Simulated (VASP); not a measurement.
# TiAl (P-6m2) in VASP: notebook, part 2 of 2

VASP 6.6.1. Earlier steps stand in the parts before.

## (3) Single point, PBEsol

Contents of INCAR:

```
SYSTEM = TiAl
PREC = Accurate
ENCUT = 520
EDIFF = 1E-6
ISMEAR = 0
SIGMA = 0.1
LREAL = .FALSE.
LASPH = .TRUE.
NELM = 60
ALGO = Normal
ISIF = 2
LWAVE = .FALSE.
LCHARG = .TRUE.
GGA = PS
LELF = .TRUE.
LVHAR = .TRUE.
```

Contents of KPOINTS:

```
regular mesh
0
G
  27 27 14
  0 0 0
```

Contents of POSCAR:

```
TiAl
1.0
    2.8469800000      0.0000000000      0.0000000000
   -1.4234900000      2.4655600000      0.0000000000
    0.0000000000      0.0000000000      4.6212100000
Ti Al
1 1
Direct
    0.0000000000      1.0000000000      0.0000000000
    0.3333300000      0.6666700000      0.5000000000
```

Potentials or basis: VASP PAW PBE potentials, release 64 (Ti_sv, Al).

Run with:

```sh
$ cat potpaw_PBE.64/Ti_sv/POTCAR potpaw_PBE.64/Al/POTCAR > POTCAR
$ mpirun -np 1 vasp_std > vasp.out
```

OUTCAR:

```text
SYSTEM = TiAl
   PREC = Accurate
   ENCUT = 520
   EDIFF = 1E-6
   ISMEAR = 0
   LREAL = .FALSE.
   LASPH = .TRUE.
   NELM = 60
   ISIF = 2
   GGA = PS

 ion  position               nearest neighbor table
   1  0.000  0.000  0.000-   2 2.84   2 2.84   2 2.84   2 2.84   2 2.84   2 2.84
   2  0.333  0.667  0.500-   1 2.84   1 2.84   1 2.84   1 2.84   1 2.84   1 2.84

  LATTYP: Found a hexagonal cell.
 ALAT       =     2.8469800000
 C/A-ratio  =     1.6231972125

  Lattice vectors:

 A1 = (   2.8469800000,   0.0000000000,   0.0000000000)
 A2 = (  -1.4234900000,   2.4655600000,   0.0000000000)
 A3 = (   0.0000000000,   0.0000000000,   4.6212100000)

Analysis of symmetry for initial positions (statically):
=====================================================================
 Subroutine PRICEL returns:
 Original cell was already a primitive cell.

 Routine SETGRP: Setting up the symmetry group for a
 hexagonal supercell.

 Subroutine GETGRP returns: Found  4 space group operations
 (whereof  4 operations were pure point group operations)
 out of a pool of 24 trial point group operations.

The static configuration has the point symmetry C_2v.

Analysis of symmetry for dynamics (positions and initial velocities):
=====================================================================
 Subroutine PRICEL returns:
 Original cell was already a primitive cell.

 Routine SETGRP: Setting up the symmetry group for a
 hexagonal supercell.

 Subroutine GETGRP returns: Found  4 space group operations
 (whereof  4 operations were pure point group operations)
 out of a pool of 24 trial point group operations.

The dynamic configuration has the point symmetry C_2v.

 Subroutine INISYM returns: Found  4 space group operations
 (whereof  4 operations are pure point group operations),
 and found     1 'primitive' translations

----------------------------------------------------------------------------------------

[... 121 lines left out ...]
   LEPSILON=     F    determine dielectric tensor
   LRPA    =     F    only Hartree local field effects (RPA)
 non-spin polarized calculation
 Gauss-broadening in eV      SIGMA  =   0.10
  energy-cutoff  :      520.00
  volume of cell :       32.44
 maximum number of plane-waves:       888
 NGX is ok and might be reduce to    24
   NGX = 11   NGY = 11   NGZ = 17

 number of electron      15.0000005 magnetization

 Free energy of the ion-electron system (eV)
  ---------------------------------------------------
  ext. energy  EPLUGINS =         0.00000000
  ---------------------------------------------------
  free energy    TOTEN  =       -12.93827344 eV

  energy without entropy =      -12.92467675  energy(sigma->0) =      -12.93147509

 E-fermi :   8.0360     XC(G=0): -11.1461

 val. band max:        8.0354764983   @ k =   0.2593  -0.0000   0.5000
 cond. band min:       8.0373147762   @ k =  -0.1111   0.3704   0.1429
 fundamental gap:      0.0018382779
 Fermi energy:         8.0359563503

 k-point     1 :       0.0000    0.0000    0.0000
  band No.  band energies     occupation
      1     -48.1947      2.00000
      2     -24.6227      2.00000
      3     -24.1740      2.00000
      4     -24.1740      2.00000
      5      -0.9953      2.00000
      6       5.7257      2.00000
      7       6.2460      2.00000
      8       9.3455      0.00000
      9       9.3455      0.00000
     10      10.8731      0.00000
     11      10.8731      0.00000
[... 309 lines left out ...]
 k-point    24 :       0.4444   -0.0000    0.0000
  band No.  band energies     occupation
      1     -48.0924      2.00000
      2     -24.7800      2.00000
      3     -24.5223      2.00000
      4     -24.3130      2.00000
      5       3.5606      2.00000
      6       5.9129      2.00000
      7       6.4472      2.00000
      8       7.1089      2.00000
      9      10.1975      0.00000
     10      12.1388      0.00000
     11      12.1830      0.00000

 [... further k-points ...]

------------------------ aborting loop because EDIFF is reached ----------------------------------------

  FORCE on cell =-STRESS in cart. coord.  units (eV):
  Direction    XX          YY          ZZ          XY          YZ          ZX
  --------------------------------------------------------------------------------------
  -------------------------------------------------------------------------------------
  Total        0.0077699      0.0077054     -0.0047091     -0.0000558      0.0000000      0.0000000
  in kB        0.3837673      0.3805841     -0.2325921     -0.0027576      0.0000000      0.0000000
  external PRESSURE =       0.1772531 kB  Pullay stress =       0.0000000 kB

 VOLUME and BASIS-vectors are now :
 -----------------------------------------------------------------------------
  energy-cutoff  :      520.00
  volume of cell :       32.44
      direct lattice vectors                 reciprocal lattice vectors
     2.846980000  0.000000000  0.000000000     0.351249394  0.202793686  0.000000000
    -1.423490000  2.465560000  0.000000000     0.000000000  0.405587372  0.000000000
     0.000000000  0.000000000  4.621210000     0.000000000  0.000000000  0.216393542

 POSITION                                       TOTAL-FORCE (eV/Angst)
 -----------------------------------------------------------------------------------
      0.00000      0.00000      0.00000        -0.000032      0.000018      0.000000
     -0.00001      1.64371      2.31060         0.000032     -0.000018      0.000000
 -----------------------------------------------------------------------------------
    total drift:                                0.000002      0.000002     -0.000000

  FREE ENERGIE OF THE ION-ELECTRON SYSTEM (eV)
  ---------------------------------------------------
  free  energy   TOTEN  =       -12.9382734399 eV

  energy  without entropy=      -12.9246767471  energy(sigma->0) =      -12.93147509
```

OSZICAR:

```text
N       E                     dE             d eps       ncg     rms          rms(c)
DAV:   1     0.891492886260E+02    0.89149E+02   -0.74775E+03 34499   0.138E+03
DAV:   2    -0.829044959003E+01   -0.97440E+02   -0.94820E+02 35027   0.333E+02
DAV:   3    -0.143052320141E+02   -0.60148E+01   -0.57286E+01 53239   0.793E+01
DAV:   4    -0.145338951047E+02   -0.22866E+00   -0.22690E+00 42782   0.138E+01
DAV:   5    -0.145448202822E+02   -0.10925E-01   -0.10921E-01 50310   0.280E+00    0.973E+00
DAV:   6    -0.131945618069E+02    0.13503E+01   -0.10877E+01 42434   0.389E+01    0.360E+00
DAV:   7    -0.129640156832E+02    0.23055E+00   -0.13082E+00 40290   0.120E+01    0.202E+00
DAV:   8    -0.129393347054E+02    0.24681E-01   -0.19187E-01 38446   0.521E+00    0.653E-01
DAV:   9    -0.129387658197E+02    0.56889E-03   -0.36647E-02 40924   0.280E+00    0.297E-01
DAV:  10    -0.129382057364E+02    0.56008E-03   -0.42793E-03 40188   0.826E-01    0.725E-02
DAV:  11    -0.129382776167E+02   -0.71880E-04   -0.66118E-04 50884   0.268E-01    0.453E-02
DAV:  12    -0.129382765006E+02    0.11161E-05   -0.27652E-05 42260   0.545E-02    0.255E-02
DAV:  13    -0.129382739897E+02    0.25109E-05   -0.25274E-06 37158   0.181E-02    0.129E-02
DAV:  14    -0.129382734399E+02    0.54984E-06   -0.31372E-06 39406   0.190E-02
   1 F= -.12938273E+02 E0= -.12931475E+02  d E =-.135967E-01
```

stdout:

```text
POSCAR found type information on POSCAR TiAl
 POSCAR found :  2 types and       2 ions
 scaLAPACK will be used
 -----------------------------------------------------------------------------
|                                                                             |
|                                                                             |
|     You enforced a specific xc type in the INCAR file but a different       |
|     I HOPE YOU KNOW WHAT YOU ARE DOING!                                     |
|                                                                             |
 -----------------------------------------------------------------------------

 LDA part: xc-table for (Slater+PW92), standard interpolation
 POSCAR, INCAR and KPOINTS ok, starting setup
 FFT: planning ... GRIDC
 FFT: planning ... GRID_SOFT
 FFT: planning ... GRID
 WAVECAR not read
 entering main loop
```

It took 2.7 min on 1 thread of Intel Xeon 6975P-C (Granite Rapids), shared host; peak memory 0.72 GiB.

Results:

```yaml
Free_energy: -12.9383 eV
Pressure: 0.0 GPa
Band_gap_on_the_k_mesh: none (metal or under the smearing width)
```

Caveat: the PAW data sets were made with another functional, which shifts forces and pressure a little.

## (4) Single point, PBEsol

Edit INCAR of step 3 so:

```diff
@@ -5,3 +5,3 @@
 ISMEAR = 0
-SIGMA = 0.1
+SIGMA = 0.5
 LREAL = .FALSE.
```

Contents of KPOINTS:

```
regular mesh
0
G
  18 18 10
  0 0 0
```

POSCAR is that of step 3.

Run with:

```sh
$ cat potpaw_PBE.64/Ti_sv/POTCAR potpaw_PBE.64/Al/POTCAR > POTCAR
$ mpirun -np 1 vasp_std > vasp.out
```

Wall time 62 s (1 thread of Intel Xeon 6975P-C (Granite Rapids), shared host); peak memory 0.33 GiB.

Results (log left out):

| Item | Value |
| --- | --- |
| Free energy | -13.0730 eV |
| Pressure | 0.5 GPa |
| Band gap on the k mesh | none (metal or under the smearing width) |

Stress tensor (GPa, compression positive):
```
 1.00  0.00  0.00
 0.00  1.00  0.00
 0.00  0.00 -0.61
```

Levels at points of the mesh, in eV from the Fermi level:
```csv
k point,band 6,band 7,band 8,band 9,band 10,band 11
"(0.00, 0.00, 0.00)",-2.36,-1.85,1.27,1.27,2.80,2.80
"(0.50, 0.00, 0.00)",-2.89,-1.64,-1.06,2.10,4.17,4.17
"(0.50, 0.50, 0.00)",-2.89,-1.64,-1.06,2.10,4.15,4.17
"(0.00, 0.00, 0.50)",-5.38,-0.47,1.29,1.29,2.71,2.71
"(0.50, 0.00, 0.50)",-2.48,-1.92,0.52,0.93,1.89,3.02
"(0.50, 0.50, 0.50)",-2.48,-1.92,0.52,0.93,1.89,3.02
```

Caveat: the PAW data sets were made with another functional, which shifts forces and pressure a little.

## (5) Summary

| k mesh | cutoff (eV) | smearing | gap on the mesh (eV) | pressure (GPa) |
| --- | --- | --- | --- | --- |
| 18 × 18 × 10 | 700 | gaussian 0.1 eV | none | 0.0 |
| 27 × 27 × 14 | 520 | gaussian 0.1 eV | none | 0.0 |
| 18 × 18 × 10 | 520 | gaussian 0.5 eV | none | 0.5 |

Alike in all rows: task single point; level PBEsol; potentials or basis VASP PAW PBE potentials, release 64 (Ti_sv, Al); no spin polarisation; cell as given.

Every run on the cell as given and a fine mesh finds a metal.

Caveats: the PAW data sets were made with another functional, which shifts forces and pressure a little.

Total energies depend on the potentials used, so only differences within one code and one set of settings carry meaning.
